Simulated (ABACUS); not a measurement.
# Ge (I4_1/amd) in ABACUS: single point with BP86

Aim: the single point of Ge with BP86.

All numbers are computed with ABACUS 3.10.1; they aren't measurements. Logs are shortened: lines on timing, memory, paths and dates and some standing lists are left out, and cuts for length are marked.

## 1. Starting point

The structure is tetragonal, space group I4_1/amd (No. 141). The conventional cell has a = 5.149 Å, b = 5.149 Å, c = 2.795 Å, α = 90.00°, β = 90.00°, γ = 90.00°. Ge (site symmetry -4m2) has 6 Ge at 2.67 to 2.79 Å as nearest neighbours.

This isn't the form of Ge at room conditions, which is diamond.

## 2. Single point, BP86

The input, INPUT:

```
INPUT_PARAMETERS
suffix              Ge
calculation         scf
basis_type          pw
pseudo_dir          ./
symmetry            1
dft_functional      GGA_X_B88+GGA_C_P86
ecutwfc             40
pseudo_rcut         10
nspin               1
nbands              24
ks_solver           dav
smearing_method     fd
smearing_sigma      0.00367493
scf_thr             1e-08
scf_nmax            100
mixing_type         broyden
mixing_beta         0.7
cal_force           1
cal_stress          1
ecutrho             320
out_chg             1
kpar                4
```

The input, STRU:

```
ATOMIC_SPECIES
Ge 72.6300 ge_pbe_v1.4.uspp.F.UPF

LATTICE_CONSTANT
1.8897261246

LATTICE_VECTORS
-2.5744897190 2.5744897190 1.3974126432
2.5744897190 -2.5744897190 1.3974126432
2.5744897190 2.5744897190 -1.3974126432

ATOMIC_POSITIONS
Direct

Ge
0.0
2
0.5000000000 0.5000000000 0.0000000000 1 1 1
0.2500000000 0.7500000000 0.5000000000 1 1 1
```

The input, KPT:

```
K_POINTS
0
Gamma
9 9 9 0 0 0
```

Potentials or basis: GBRV ultrasoft 1.5 PBE, plane waves.

Launch:

```
OMP_NUM_THREADS=1 mpirun -np 4 abacus > log
```

running log:

```text
ABACUS v3.10.1

               Atomic-orbital Based Ab-initio Computation at UStc

 ------------------------------------------------------------------------------------

 READING GENERAL INFORMATION
                           global_out_dir = OUT.Ge/
                           global_in_card = INPUT
                               pseudo_dir = ./
                              orbital_dir =
                                    DSIZE = 4
                                    GSIZE = 1

 READING UNITCELL INFORMATION
                                    ntype = 1
                  lattice constant (Bohr) = 1.88973
              lattice constant (Angstrom) = 1

 READING ATOM TYPE 1
                               atom label = Ge
                      L=0, number of zeta = 1
                      L=1, number of zeta = 1
                      L=2, number of zeta = 1
             number of atom for this type = 2

                        TOTAL ATOM NUMBER = 2
DIRECT COORDINATES
    atom                   x                   y                   z     mag                  vx                  vy                  vz
taud_Ge1            0.5000000000        0.5000000000        0.0000000000  0.0000        0.0000000000        0.0000000000        0.0000000000
taud_Ge2            0.2500000000        0.7500000000        0.5000000000  0.0000        0.0000000000        0.0000000000        0.0000000000

                          Volume (Bohr^3) = 250.014
                             Volume (A^3) = 37.0481

 Lattice vectors: (Cartesian coordinate: in unit of a_0)
             -2.57449            +2.57449            +1.39741
             +2.57449            -2.57449            +1.39741
             +2.57449            +2.57449            -1.39741
 Reciprocal vectors: (Cartesian coordinate: in unit of 2 pi/a_0)
                   +0           +0.194213           +0.357804
            +0.194213                  +0           +0.357804
            +0.194213           +0.194213                  +0
 The esolver type has been set to : ksdft_pw

                PAO radial cut off (Bohr) = 10

 Read in pseudopotential file is ge_pbe_v1.4.uspp.F.UPF
                     pseudopotential type = US
          exchange-correlation functional = PBE
                 nonlocal core correction = 1
                        valence electrons = 14
                                     lmax = 2
                           number of zeta = 3
                     number of projectors = 6
                           L of projector = 0
                           L of projector = 0
                           L of projector = 1
                           L of projector = 1
                           L of projector = 2
                           L of projector = 2
 XC functional updated to : GGA_X_B88+GGA_C_P86
          exchange-correlation functional = GGA_X_B88+GGA_C_P86
     initial pseudo atomic orbital number = 18

 SETUP THE ELECTRONS NUMBER
            electron number of element Ge = 14
      total electron number of element Ge = 28
            AUTOSET number of electrons:  = 28
                           occupied bands = 14
                                   NBANDS = 24
                                   NLOCAL = 18

%%%%%%%%%%%%%%%%%%%%%%%%%%%%%%%%%%%%%%%%%%%%%%%%%%%%%%%%%%%%%%%%%%%%%%%%%%%%%%%%%%%%%%%%%%%%%%%%%%%%%%%%%%
 Warning: the number of valence electrons in pseudopotential > 4 for Ge: [Ar] 3d10 4s2 4p2
 Pseudopotentials with additional electrons can yield (more) accurate outcomes, but may be less efficient.
 If you're confident that your chosen pseudopotential is appropriate, you can safely ignore this warning.
%%%%%%%%%%%%%%%%%%%%%%%%%%%%%%%%%%%%%%%%%%%%%%%%%%%%%%%%%%%%%%%%%%%%%%%%%%%%%%%%%%%%%%%%%%%%%%%%%%%%%%%%%%

 SETUP THE PLANE WAVE BASIS
 energy cutoff for charge/potential (unit:Ry) = 160
            fft grid for charge/potential = [ 30, 30, 30 ]
                        fft grid division = [ 1, 1, 1 ]
        big fft grid for charge/potential = [ 45, 45, 45 ]
                                     nbxx = 91125
                                     nrxx = 27000

 SETUP PLANE WAVES FOR CHARGE/POTENTIAL
                    number of plane waves = 8571
                         number of sticks = 457

 PARALLEL PW FOR CHARGE/POTENTIAL
     PROC   COLUMNS(POT)             PW
        1            457           8571
 --------------- sum -------------------
        1            457           8571
                            number of |g| = 556
                                  max |g| = 14.468
                                  min |g| = 0

 energy cutoff for dense charge/potential (unit:Ry) = 320
      fft grid for dense charge/potential = [ 45, 45, 45 ]
                                     nrxx = 91125

 SETUP PLANE WAVES FOR dense CHARGE/POTENTIAL
                    number of plane waves = 24087
                         number of sticks = 917

 PARALLEL PW FOR dense CHARGE/POTENTIAL
[... 43 lines left out ...]
                                       C3 = 0
                                       C4 = 0
                                       C6 = 0
                                       S1 = 2
                                       S3 = 0
                                       S4 = 2
                                       S6 = 0
                              POINT GROUP = D_2d
               POINT GROUP IN SPACE GROUP = D_4h

 SETUP K-POINTS
                                    nspin = 1
                   Input type of k points = Monkhorst-Pack(Gamma)
                                   nkstot = 729
                       right hand lattice = 1
(for reciprocal lattice: )
                             BRAVAIS TYPE = 6
                     BRAVAIS LATTICE NAME = 06. Tetrogonal I (body-centered)
                                    ibrav = 6
                       right hand lattice = 1
(for k-lattice: )
                             BRAVAIS TYPE = 6
                     BRAVAIS LATTICE NAME = 06. Tetrogonal I (body-centered)
                                    ibrav = 6
                       right hand lattice = 1
                        ROTATION MATRICES = 16
                               nkstot_ibz = 75
K-POINTS REDUCTION ACCORDING TO SYMMETRY
     IBZ    DIRECT_X    DIRECT_Y    DIRECT_Z  WEIGHT  ibz2bz
       1  0.00000000  0.00000000  0.00000000  0.0014       0
       2 -0.11111111  0.00000000  0.11111111  0.0110       1
       3 -0.22222222  0.00000000  0.22222222  0.0110       2
       4 -0.33333333  0.00000000  0.33333333  0.0110       3
       5 -0.44444444  0.00000000  0.44444444  0.0110       4
       6  0.11111111  0.11111111 -0.22222222  0.0110      10
[... 22 lines left out ...]
      29 -0.11111111  0.11111111  0.11111111  0.0055      98
      30  0.22222222  0.22222222  0.44444444  0.0110     101
[... 45 further k points ...]

                               nkstot now = 75
[... K-POINTS DIRECT COORDINATES: 75 rows ...]

           k-point number in this process = 19
       minimum distributed K point number = 18
[... stars of the k points ...]

[... K-POINTS CARTESIAN COORDINATES: 19 rows ...]

[... K-POINTS DIRECT COORDINATES: 19 rows ...]

 SETUP PLANE WAVES FOR WAVE FUNCTIONS
     energy cutoff for wavefunc (unit:Ry) = 40
              fft grid for wave functions = [ 30, 30, 30 ]
                    number of plane waves = 1675
                         number of sticks = 159

 PARALLEL PW FOR WAVE FUNCTIONS
     PROC   COLUMNS(POT)             PW
        1            159           1675
 --------------- sum -------------------
        1            159           1675

 SETUP NONLOCAL PSEUDOPOTENTIALS IN PLANE WAVE BASIS
 Ge non-local projectors:
 projector 1 L=0
 projector 2 L=0
 projector 3 L=1
 projector 4 L=1
 projector 5 L=2
 projector 6 L=2
      TOTAL NUMBER OF NONLOCAL PROJECTORS = 36

 Init Non-Local PseudoPotential table :
 Init Non-Local-Pseudopotential done.

                                     npwx = 1109

 Make real space PAO into reciprocal space.
       max mesh points in Pseudopotential = 695
     dq(describe PAO in reciprocal space) = 0.01
                                    max q = 763

 number of pseudo atomic orbitals for Ge is 3
WARNING: norm of atomic wavefunction # 3 of atomic type Ge is 0.999782, renormalized

 -------------------------------------------
 SELF-CONSISTENT
 -------------------------------------------
                                 init_chg = atomic

 PW ALGORITHM --------------- ION=   1  ELEC=   1--------------------------------

 Notice: Threshold on eigenvalues was too large.
 hsover_error=0.28 > DRHO=0.00737545
 Origin diag ethr = 0.01
 New diag ethr = 2.63409e-05

 Density error is 0.00747610696251
                          Error Threshold = 2.63408989887e-05
----------------------------------------------------------
     Energy           Rydberg                 eV
----------------------------------------------------------
 E_KohnSham     -427.8384954764      -5821.0413622265
 E_Harris       -428.8173575226      -5834.3594636112
 E_Fermi        0.8094037917         11.0125035494
----------------------------------------------------------
[... 51 lines left out ...]
 Density error is 1.32907497402e-09
                          Error Threshold = 5.16826665825e-11
----------------------------------------------------------
     Energy           Rydberg                 eV
----------------------------------------------------------
 E_KohnSham     -427.8393903939      -5821.0535382037
 E_KS(sigma->0) -427.8391438686      -5821.0501840545
 E_Harris       -427.8387171368      -5821.0443780702
 E_band         -16.8189789983       -228.8339489188
 E_one_elec     -230.7926744421      -3140.0954290718
 E_Hartree      144.2217330811       1962.2373453379
 E_xc           -117.1850868766      -1594.3849021474
 E_Ewald        -224.0828691056      -3048.8038440240
 E_entropy(-TS) -0.0004930507        -0.0067082984
 E_descf        0.0000000000         0.0000000000
 E_exx          0.0000000000         0.0000000000
 E_Fermi        0.8075790723         10.9876769684
----------------------------------------------------------

 charge density convergence is achieved
 final etot is -5821.0535382 eV
 EFERMI = 10.987676968 eV

 STATE ENERGY(eV) AND OCCUPATIONS    NSPIN == 1
 1/19 kpoint (Cartesian) = 0.0000 0.0000 0.0000 (1109 pws)
       1       -13.8191     0.00274348
       2       -13.7715     0.00274348
       3       -13.7425     0.00274348
       4       -13.7392     0.00274348
       5       -13.6343     0.00274348
       6       -13.6343     0.00274348
[... 146 lines left out ...]
      23        26.3193        0.00000
      24        31.0873        0.00000

[... levels at 13 further k points ...]

------------------------------------------------------------------------------------------
 TOTAL-FORCE (eV/Angstrom)
------------------------------------------------------------------------------------------
                       Ge1         0.0000000000         0.0000000000         0.0000000000
                       Ge2         0.0000000000         0.0000000000         0.0000000000
------------------------------------------------------------------------------------------

----------------------------------------------------------------
 TOTAL-STRESS (KBAR)
----------------------------------------------------------------
        41.3692722996        -0.0000000000        -0.0000000000
        -0.0000000000        41.3692722996         0.0000000000
        -0.0000000000        -0.0000000000        47.2295450563
----------------------------------------------------------------
 TOTAL-PRESSURE: 43.322697 KBAR

 --------------------------------------------
 !FINAL_ETOT_IS -5821.0535382037141972 eV
 --------------------------------------------
```

It took 15 s on 4 MPI ranks of Intel Xeon Platinum 8375C at 2.90GHz (Ice Lake), shared host; peak memory 0.6 GiB.

Results:

```
Free energy            : -5821.0535 eV
Pressure               : 4.3 GPa
Band gap on the k mesh : none (metal or under the smearing width)
```

Stress tensor (GPa, compression positive):
```
4.14 0.00 0.00
0.00 4.14 0.00
0.00 0.00 4.72
```

Caveat: the potentials were made for another functional, which shifts forces and pressure.
